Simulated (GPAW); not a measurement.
Crystal: Sn.

```
Sn
1.0
    -2.94014    2.94014    1.59930
     2.94014   -2.94014    1.59930
     2.94014    2.94014   -1.59930
Sn
2
Direct
  0.00000 0.00000 0.00000
  0.75000 0.25000 0.50000
```

- Program: GPAW 26.7.0
- Task: relaxation of cell and atoms
- Functional: PBEsol
- Dispersion: D4
- Potentials or basis: PAW data sets generated in the run's folder for this functional
- Cutoff: 600 eV
- Basis: pw
- k mesh: 7 × 7 × 7
- Occupations: fermi-dirac, width 0.05 eV
- Spin: no spin polarisation

At the start: pressure -3.2 GPa; volume 27.65 Å³/atom.

**Question.** How do energy, volume and symmetry change on relaxing?

**Answer.** Over 6 steps the energy falls by 18.2 meV/atom and the volume is 25.99 Å³/atom (-6.0 %); space group I4_1/amd (No. 141, to 0.05 Å).

Step by step:
| step | energy change (eV) | largest force (eV/Å) | pressure (GPa) | volume (Å³) |
| --- | --- | --- | --- | --- |
| 1 | 0.0000 | 0.0000 | -3.24 | 55.30 |
| 2 | -0.0122 | 0.0000 | -2.69 | 54.64 |
| 3 | -0.0358 | 0.0000 | 0.30 | 51.73 |
| 4 | -0.0360 | 0.0000 | 0.00 | 51.99 |
| 5 | -0.0361 | 0.0000 | 0.00 | 51.99 |
| 6 | -0.0364 | 0.0000 | 0.01 | 51.98 |

Final structure:
```xyz
2
Lattice="-2.8700 2.8700 1.5777 2.8700 -2.8700 1.5777 2.8700 2.8700 -1.5777" Properties=species:S:1:pos:R:3 pbc="T T T"
Sn    0.0000    0.0000    0.0000
Sn    0.0000    2.8700    0.7889
```

Caveat: later steps reuse the first step's grids; pairwise dispersion overbinds metals, which lowers pressure and volume.
